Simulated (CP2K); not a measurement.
TiO2 (Anatase):

```
Ti O
1.0
     5.45820    0.00000    0.00000
     2.83460    4.66444    0.00000
    -4.14640   -2.33222    2.67583
Ti O
2 4
Direct
  0.75000 0.25000 0.50000
  0.00000 0.00000 0.00000
  0.79190 0.79190 0.00000
  0.54190 0.04190 0.50000
  0.95810 0.45810 0.50000
  0.20810 0.20810 0.00000
```

Base run:

```yaml
Program: CP2K 2026.2
Functional: vdW-DF-cx
Potentials_or_basis: POTENTIAL_UZH Ti GTH-PBE-q12, O GTH-PBE-q6; DZVP-MOLOPT-PBE-GTH basis
Density_cutoff: 11565 eV
k_mesh: 10 × 10 × 10
Occupations: fermi-dirac, width 0.05 eV
Spin: no spin polarisation
```

Its results: band gap on the k mesh 2.07 eV, indirect (least direct gap 2.42 eV); pressure 1.8 GPa; largest force 0.130 eV/Å.

Q: The run is repeated on the same cell with these changes: functional from vdW-DF-cx to MS2. What comes out?

A: Band gap on the k mesh 2.50 eV, indirect (least direct gap 2.87 eV); pressure 1.9 GPa; largest force 0.013 eV/Å.

Caveats: the potentials were made for another functional, which shifts forces and pressure; the basis of atomic orbitals isn't converged, which shifts pressures, moduli and gaps.

A k mesh can miss the band edges.
